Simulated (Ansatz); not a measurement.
Al2Cu (Fm-3m), an elastic constant from a strain scan

Theory: DFT PBE, scalar-relativistic, plane waves, PAW in Ansatz 0.2.0. The runs took a 420 eV cutoff, a Γ-centred 16×16×16 mesh and Gaussian smearing (0.15 eV). No spin polarisation. Energies are free energies at this smearing, counted from the undisturbed cell; pressure is positive in compression.

The undisturbed cell (relaxed at this level; it needn't be the usual structure):

```xyz
3
Lattice="-2.0446 2.0446 2.8912 2.0446 -2.0446 2.8912 2.0446 2.0446 -2.8912" Properties=species:S:1:pos:R:3 pbc="T T T"
Al    0.0000    2.0446    1.4456
Al    2.0446    0.0000    1.4456
Cu    0.0000    0.0000    2.8912
```

The cell is strained by ε times the Voigt pattern (0, 1, 0, 0, 0, 0) (xx, yy, zz, yz, xz, xy; engineering shear) with fractional coordinates fixed. The cell holds 3 atoms in V0 = 48.35 Å³. The stress column is τ = (1/V0) dE/dε, got from the stress tensor σ (compression positive) at each point as −det(1 + εP) σ : P(1 + εP)⁻¹, with P the pattern as a tensor.

| ε | ΔE (meV/atom) | τ (GPa) |
| --- | --- | --- |
| -0.1000 | 115.842 | -24.663 |
| -0.0750 | 62.940 | -17.526 |
| -0.0500 | 27.001 | -11.152 |
| -0.0250 | 6.487 | -5.253 |
| 0.0000 | 0.000 | -0.030 |
| 0.0250 | 5.748 | 4.488 |
| 0.0500 | 21.967 | 8.269 |
| 0.0750 | 46.561 | 11.135 |
| 0.0875 | 61.282 | 12.247 |
| 0.1000 | ? | ? |

Question: Which combination of elastic constants does this scan measure, and how large is it?

Answer: For small ε, τ = τ0 + Kε with K = pᵀCp, which for this pattern is C22 in the Cartesian frame shown. The parabola through τ at ε = -0.0250, 0 and 0.0250 has slope K = 195 GPa at zero. The energies per cell, E = NΔE, of the same two points give K = 2[E(ε₊)/ε₊ − E(ε₋)/ε₋]/[(ε₊ − ε₋)V0] = 195 GPa, in agreement. These are clamped-ion values.

Question: Predict the withheld row at ε = 0.1000 from the harmonic law, and compare.

Answer: ΔE = V0(τ0 ε + Kε²/2)/N = 97.682 meV/atom and τ = 19.45 GPa. The calculation gives 77.293 meV/atom and 13.20 GPa: the energy lies 21 % below the harmonic value, as bonds soften when stretched.

Forces appear on the atoms along this scan, and letting them relax would lower the energy and soften the response. In a metal these slopes depend on the k mesh and the smearing.

Cost: 10 runs of about 3.7 core-minutes in all, on Intel Xeon Platinum 8259CL (Skylake/Cascade Lake) (shared hosts).